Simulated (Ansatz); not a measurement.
Here is an Ansatz 0.2.0 calculation.

run.py

```python
import json

import ase.io
import numpy as np

import ansatz as az

atoms = ase.io.read("Ti.cif")
atoms.info.pop("occupancy", None)

calculation = (
    az.Crystal.from_ase(atoms)
    .calculation()
    .basis(cutoff=600.0)
    .kpoints(9, 9, 9)
    .functional("pbe")
    .pseudopotentials(kind="paw", source="jth")
    .scf(extra_bands=6)
    .occupations(method="tetrahedron")
    .band_structure(path=(((0.0, 0.0, 0.0), (0.0, 0.5, 0.0), (0.5, 0.5, 0.0), (0.0, 0.0, 0.0), (0.5, 0.5, 0.5),
        (0.0, 0.5, 0.0)), ((0.5, 0.5, 0.0), (0.5, 0.5, 0.5))), intervals=14)
    .density()
    .potential()
    .output_files(volumetric_format="npy")
    .electron_localization_function()
    .forces()
    .stress()
)
outcome = calculation.run(threads=2, events_out="events.jsonl")

report = outcome.report
for line in open("events.jsonl"):
    event = json.loads(line)
    if event["event"] == "scf_iter":
        d = event["data"]
        print(f"SCF {d['iter']:3d}  HF = {d['harris_foulkes_ev']:.6f} eV  dr2 = {d['dr2_ev']:.2e} eV")
    elif event["event"] in ("relax_step", "md_step"):
        d = event["data"]
        print(f"{event['event']} {d['step']:3d}  E = {d['lagrangian_ev']:.6f} eV")
np.set_printoptions(precision=5, suppress=True, linewidth=110)
print("converged:", report["converged"], "after", report["n_iterations"], "iterations")
print(f"free energy {report['free_energy_ev']:.6f} eV, Fermi level {report['fermi_energy_ev']:.4f} eV")
for key in ("band_edges_ev", "magnetization_mub", "site_moments_mub", "site_moments_nc_mub", "forces_ev_ang",
                "stress_gpa", "kpoints_frac", "eigenvalues_ev"):
    if report.get(key) is not None:
        print(key, np.array(report[key]), sep="\n")
```

The input Ti.cif:

```cif
data_Ti
_cell_length_a 3.04673891
_cell_length_b 3.04673891
_cell_length_c 3.04673891
_cell_angle_alpha 90.00000000
_cell_angle_beta 90.00000000
_cell_angle_gamma 90.00000000
_space_group_name_H-M_alt 'Im-3m'
_space_group_name_Hall '-I 4 2 3'
_space_group_IT_number 229
loop_
_space_group_symop_operation_xyz
'x,y,z'
'-x,-y,-z'
'-y,x,z'
'y,-x,-z'
'-x,-y,z'
'x,y,-z'
'y,-x,z'
'-y,x,-z'
'x,-y,-z'
'-x,y,z'
'-y,-x,-z'
'y,x,z'
'-x,y,-z'
'x,-y,z'
'y,x,-z'
'-y,-x,z'
'z,x,y'
'-z,-x,-y'
'z,-y,x'
'-z,y,-x'
'z,-x,-y'
'-z,x,y'
'z,y,-x'
'-z,-y,x'
'-z,x,-y'
'z,-x,y'
'-z,-y,-x'
'z,y,x'
'-z,-x,y'
'z,x,-y'
'-z,y,x'
'z,-y,-x'
'y,z,x'
'-y,-z,-x'
'x,z,-y'
'-x,-z,y'
'-y,z,-x'
'y,-z,x'
'-x,z,y'
'x,-z,-y'
'-y,-z,x'
'y,z,-x'
'-x,-z,-y'
'x,z,y'
'y,-z,-x'
'-y,z,x'
'x,-z,y'
'-x,z,-y'
'x+1/2,y+1/2,z+1/2'
'-x+1/2,-y+1/2,-z+1/2'
'-y+1/2,x+1/2,z+1/2'
'y+1/2,-x+1/2,-z+1/2'
'-x+1/2,-y+1/2,z+1/2'
'x+1/2,y+1/2,-z+1/2'
'y+1/2,-x+1/2,z+1/2'
'-y+1/2,x+1/2,-z+1/2'
'x+1/2,-y+1/2,-z+1/2'
'-x+1/2,y+1/2,z+1/2'
'-y+1/2,-x+1/2,-z+1/2'
'y+1/2,x+1/2,z+1/2'
'-x+1/2,y+1/2,-z+1/2'
'x+1/2,-y+1/2,z+1/2'
'y+1/2,x+1/2,-z+1/2'
'-y+1/2,-x+1/2,z+1/2'
'z+1/2,x+1/2,y+1/2'
'-z+1/2,-x+1/2,-y+1/2'
'z+1/2,-y+1/2,x+1/2'
'-z+1/2,y+1/2,-x+1/2'
'z+1/2,-x+1/2,-y+1/2'
'-z+1/2,x+1/2,y+1/2'
'z+1/2,y+1/2,-x+1/2'
'-z+1/2,-y+1/2,x+1/2'
'-z+1/2,x+1/2,-y+1/2'
'z+1/2,-x+1/2,y+1/2'
'-z+1/2,-y+1/2,-x+1/2'
'z+1/2,y+1/2,x+1/2'
'-z+1/2,-x+1/2,y+1/2'
'z+1/2,x+1/2,-y+1/2'
'-z+1/2,y+1/2,x+1/2'
'z+1/2,-y+1/2,-x+1/2'
'y+1/2,z+1/2,x+1/2'
'-y+1/2,-z+1/2,-x+1/2'
'x+1/2,z+1/2,-y+1/2'
'-x+1/2,-z+1/2,y+1/2'
'-y+1/2,z+1/2,-x+1/2'
'y+1/2,-z+1/2,x+1/2'
'-x+1/2,z+1/2,y+1/2'
'x+1/2,-z+1/2,-y+1/2'
'-y+1/2,-z+1/2,x+1/2'
'y+1/2,z+1/2,-x+1/2'
'-x+1/2,-z+1/2,-y+1/2'
'x+1/2,z+1/2,y+1/2'
'y+1/2,-z+1/2,-x+1/2'
'-y+1/2,z+1/2,x+1/2'
'x+1/2,-z+1/2,y+1/2'
'-x+1/2,z+1/2,-y+1/2'
loop_
_atom_site_label
_atom_site_type_symbol
_atom_site_symmetry_multiplicity
_atom_site_Wyckoff_symbol
_atom_site_fract_x
_atom_site_fract_y
_atom_site_fract_z
_atom_site_occupancy
Ti1 Ti 2 a 0.0000000000 0.0000000000 0.0000000000 1
```

Potentials or basis: JTH PAW.

The run is started by

```sh
$ python run.py
```

Q: Estimate the band gap on the k mesh.

A: None (metal or under the smearing width).

Q: Estimate the pressure.

A: 29.6 GPa.

Levels at the corners of the path, in eV from the Fermi level:
| point | band 8 | band 9 | band 10 | band 11 | band 12 | band 13 | band 14 | band 15 | band 16 | band 17 |
| --- | --- | --- | --- | --- | --- | --- | --- | --- | --- | --- |
| Γ | -31.70 | -6.27 | -2.96 | -2.96 | 1.12 | 1.12 | 1.12 | 3.38 | 3.38 | 5.00 |
| X | -32.11 | -2.59 | -2.59 | -0.27 | -0.27 | 1.54 | 1.54 | 1.54 | 1.54 | 2.89 |
| M | -31.71 | -3.04 | -3.04 | -0.70 | -0.70 | 1.94 | 1.94 | 3.43 | 3.43 | 3.88 |
| Γ | -31.70 | -6.27 | -2.96 | -2.96 | 1.12 | 1.12 | 1.12 | 3.38 | 3.38 | 5.00 |
| R | -32.34 | -0.69 | -0.69 | -0.69 | -0.69 | -0.69 | -0.69 | 3.96 | 3.96 | 3.96 |
| X | -32.11 | -2.59 | -2.59 | -0.27 | -0.27 | 1.54 | 1.54 | 1.54 | 1.54 | 2.89 |
| M | -31.71 | -3.04 | -3.04 | -0.70 | -0.70 | 1.94 | 1.94 | 3.43 | 3.43 | 3.88 |
| R | -32.34 | -0.69 | -0.69 | -0.69 | -0.69 | -0.69 | -0.69 | 3.96 | 3.96 | 3.96 |

Caveat: with tetrahedron occupations forces and stress needn't match the slope of the energy; the cutoff lies under the one recommended for these potentials.
